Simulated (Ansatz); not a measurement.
Crystal: HfB2.

```
CELL_PARAMETERS angstrom
3.14000 0.00000 0.00000
-1.57000 2.71932 0.00000
0.00000 0.00000 3.48000
ATOMIC_POSITIONS crystal
Hf 0.00000 0.00000 0.00000
B 0.66667 0.33333 0.50000
B 0.33333 0.66667 0.50000
```

- Program: Ansatz 0.2.0
- Task: relaxation of cell and atoms
- Functional: PBE
- Potentials or basis: Ansatz PAW
- Cutoff: 420 eV (not typed: the program's choice for these potentials)
- k mesh: 10 × 10 × 8
- Occupations: fermi-dirac, width 0.05 eV
- Spin: no spin polarisation
- Hubbard terms: Hf d U = 3 eV

At the start: volume 9.90 Å³/atom.

Q: How do energy, volume and symmetry change on relaxing?

A: It ends after 5 steps and the volume is 10.09 Å³/atom (+1.9 %); space group P6/mmm (No. 191, to 0.05 Å).

Step by step:
| step | energy change (eV) | largest force (eV/Å) | volume (Å³) |
| --- | --- | --- | --- |
| 1 | 0.0000 | 0.0000 | 29.71 |
| 2 | -0.0049 | 0.0000 | 30.52 |
| 3 | -0.0087 | 0.0000 | 30.30 |
| 4 | -0.0088 | 0.0000 | 30.27 |
| 5 | -0.0095 | 0.0000 | 30.27 |

Final structure:
```
Hf B
1.0
     3.14835    0.00000    0.00000
    -1.57418    2.72655    0.00000
     0.00000    0.00000    3.52607
Hf B
1 2
Cartesian
  0.0000 0.0000 0.0000
  1.5742 0.9089 1.7630
  0.0000 1.8177 1.7630
```

Caveat: the plane-wave basis is chosen anew once the cell has moved, so the energies of steps on either side of that aren't comparable; U without spin polarisation on a metal has little footing; the U is typed as a test and isn't derived for this compound.
